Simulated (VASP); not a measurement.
C:

```xyz
8
Lattice="2.5221 0.0000 0.0000 -1.2611 2.1842 0.0000 0.0000 0.0000 8.2371" Properties=species:S:1:pos:R:3 pbc="T T T"
C     1.2611    0.7281    6.9501
C     0.0000    1.4561    2.8315
C     1.2611    0.7281    5.4056
C     0.0000    1.4561    1.2870
C     0.0000    0.0000    7.4649
C     0.0000    0.0000    3.3463
C     0.0000    0.0000    4.8908
C     0.0000    0.0000    0.7722
```

This is a hexagonal form of diamond, not graphite.

- Program: VASP 6.6.1
- Task: relaxation of cell and atoms
- Functional: PBEsol
- Dispersion: D3
- Potentials or basis: VASP PAW PBE potentials, release 64 (C)
- Cutoff: 600 eV
- k mesh: 12 × 12 × 4
- Occupations: fermi-dirac, width 0.05 eV
- Spin: no spin polarisation

At the start: pressure -6.1 GPa; volume 5.67 Å³/atom.

How do energy, volume and symmetry change on relaxing?

Over 8 steps the energy falls by 4.0 meV/atom and the volume is 5.59 Å³/atom (-1.4 %); space group P6_3/mmc (No. 194, to 0.05 Å).

The path:
| step | energy change (eV) | largest force (eV/Å) | pressure (GPa) | volume (Å³) |
| --- | --- | --- | --- | --- |
| 1 | 0.0000 | 0.3264 | -6.15 | 45.38 |
| 2 | 0.0227 | 0.5440 | 8.53 | 43.96 |
| 3 | -0.0314 | 0.0643 | -0.20 | 44.76 |
| 4 | -0.0314 | 0.0720 | -0.08 | 44.75 |
| 5 | -0.0313 | 0.0819 | 0.37 | 44.70 |
| 6 | -0.0316 | 0.0179 | 0.12 | 44.73 |
| 7 | -0.0316 | 0.0246 | -0.09 | 44.75 |
| 8 | -0.0316 | 0.0021 | 0.01 | 44.74 |

Final structure:
```xyz
8
Lattice="2.5019 0.0000 0.0000 -1.2510 2.1667 0.0000 0.0000 0.0000 8.2523" Properties=species:S:1:pos:R:3 pbc="T T T"
C     1.2510    0.7222    6.9685
C     0.0000    1.4445    2.8424
C     1.2510    0.7222    5.4099
C     0.0000    1.4445    1.2837
C     0.0000    0.0000    7.4850
C     0.0000    0.0000    3.3588
C     1.2510    2.1667    4.8934
C     2.5019    0.0000    0.7673
```

Caveat: the PAW data sets were made with another functional, which shifts forces and pressure a little.
